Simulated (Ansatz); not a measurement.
Consider MgI2 (layers cut from the bulk crystal).

The cell holds 9 atoms: 6 I and 3 Mg. Cell: a = 4.128 Å, b = 4.128 Å, c = 57.300 Å, α = 90.0°, β = 90.0°, γ = 120.0°. It derives from MgI2. Regions: layer 1, 3 atoms (2 I and 1 Mg); layer 2, 3 atoms (2 I and 1 Mg); layer 3, 3 atoms (2 I and 1 Mg). Vacuum lies along c.

```xyz
9
Lattice="4.1283 0.0000 0.0000 -2.0641 3.5752 0.0000 0.0000 0.0000 57.3000" Properties=species:S:1:pos:R:3
I     2.0641    1.1917   20.1317
Mg    0.0000    0.0000   21.8126
I     0.0000    2.3835   23.4899
I     2.0641    1.1917   26.9747
Mg    0.0000    0.0000   28.6500
I     0.0000    2.3835   30.3253
I     2.0641    1.1917   33.8101
Mg    0.0000    0.0000   35.4874
I     0.0000    2.3835   37.1683
```

The structure was relaxed with PBE-D3(BJ). At the settings of the band run the largest force is still 0.10 eV/Å. The runs that relaxed it are not among those shown. Spin-orbit coupling is left out unless a run names it.

Gaps computed with Ansatz 0.2.0 without a self-energy: PBE 3.59 eV and HSE06 4.55 eV.

Question: Estimate the G0W0@PBE gap with 6×6×1 mesh, 1006 empty bands, screening to 65 eV, PAW set soft_1 files.

About 5.34 eV: on its mesh the run moves the gap from 3.59 eV by +1.75 eV. Among the scalar-relativistic levels given, HSE06 is nearest (−0.79 eV). Bands and cutoff are finite, so the gap is not at the basis limit. The miss can reach some tenths of an eV and take either sign; the mesh is an error of its own. The mesh in the plane is coarse for a sheet; gap and any exciton binding can still move on denser ones. The many-body steps are scalar-relativistic: spin-orbit coupling is not in them.

[Paths, hosts, dates, memory and timing lines, banners, echoed tables and standing remarks are left out of the program output.]

[Logs are printed without paths, hosts, clocks, repeated set-up lines and the standing remarks that a program may print on its own settings, such as how far it seeks lower states.]

[Runs of the session that timed out or met a known fault of the program may be left out.]

[Cells called generated may have been cut or substituted from an entry of the Crystallography Open Database or the Materials Project.]

[Hosts, paths, dates, database ids (printed as entryN), source tags and the programs' standing remarks are cut or masked in the printed files.]
